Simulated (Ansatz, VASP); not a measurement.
## SnO2: VASP beside Ansatz

File INCAR:

```
SYSTEM = SnO2
ALGO = Normal ; EDIFF = 1E-6
ENCUT = 520 ; GGA = PE
ISIF = 2 ; ISMEAR = 0
LASPH = .TRUE. ; LCHARG = .FALSE.
LREAL = .FALSE. ; LWAVE = .FALSE.
NBANDS = 35 ; NELM = 80
PREC = Accurate ; SIGMA = 0.01
```

File KPOINTS:

```
k-points
0
G
  6 6 6
  0 0 0
```

The input POSCAR:

```
SnO2
1.0
   -1.9996377243      1.9996377243      5.1012500209
    1.9996377243     -1.9996377243      5.1012500209
    1.9996377243      1.9996377243     -5.1012500209
Sn O
2 4
Direct
    0.7500000000      0.2500000000      0.5000000000
    0.0000000000      0.0000000000      0.0000000000
    0.7963395984      0.7963395984      0.0000000000
    0.9536604016      0.4536604016      0.5000000000
    0.2036604016      0.2036604016      0.0000000000
    0.5463395984      0.0463395984      0.5000000000
```

Input for Ansatz:

```yaml
crystal:
  lattice:
    - [-1.9996377243, 1.9996377243, 5.1012500209]
    - [1.9996377243, -1.9996377243, 5.1012500209]
    - [1.9996377243, 1.9996377243, -5.1012500209]
  atoms:
    - { symbol: Sn, position: [0.75, 0.25, 0.5] }
    - { symbol: Sn, position: [0.0, 0.0, 0.0] }
    - { symbol: O, position: [0.7963395984, 0.7963395984, 0.0] }
    - { symbol: O, position: [0.9536604016, 0.4536604016, 0.5] }
    - { symbol: O, position: [0.2036604016, 0.2036604016, 0.0] }
    - { symbol: O, position: [0.5463395984, 0.0463395984, 0.5] }
kpoints:
  mp_grid: { grid: [6, 6, 6] }
hamiltonian:
  xc: pbe
scf:
  occupations: { method: fixed }
  n_extra_bands: 5
output:
  forces: true
  stress: true
  eigenvalues: true
  write_density: true
  write_potential: true
  elf: true
  volumetric_format: npy
```

Measurements of this composition are mostly on another form, of space group No. 136.

Alike in both runs: task single point; functional PBE; k mesh 6 × 6 × 6; no spin polarisation.

```csv
,VASP,Ansatz
version,VASP 6.6.1,Ansatz 0.2.0
potentials or method,"VASP PAW PBE potentials, release 64 (Sn_d, O)","plane waves, PAW"
plane-wave cutoff (eV),520,420
occupations,"gaussian, width 0.01 eV",fixed
valence electrons in the cell,52,52
```

VASP gave:

```
gap on the k mesh at the Fermi level (eV)       : 1.71
pressure (GPa)                                  : 7.4
largest component of the traceless stress (GPa) : 0.38
rms of the force components (eV/Å)              : 0.056
```

Problem. What did Ansatz give for the same quantities?

Solution. gap on the k mesh at the Fermi level (eV): 1.72; pressure (GPa): 6.8; largest component of the traceless stress (GPa): 0.22; rms of the force components (eV/Å): 0.044.

Atom by atom the forces differ by 0.013 eV/Å (rms over components).

Caveats: spin-orbit coupling is left out, which moves the levels of the heavy elements. A k mesh can miss the band edges.
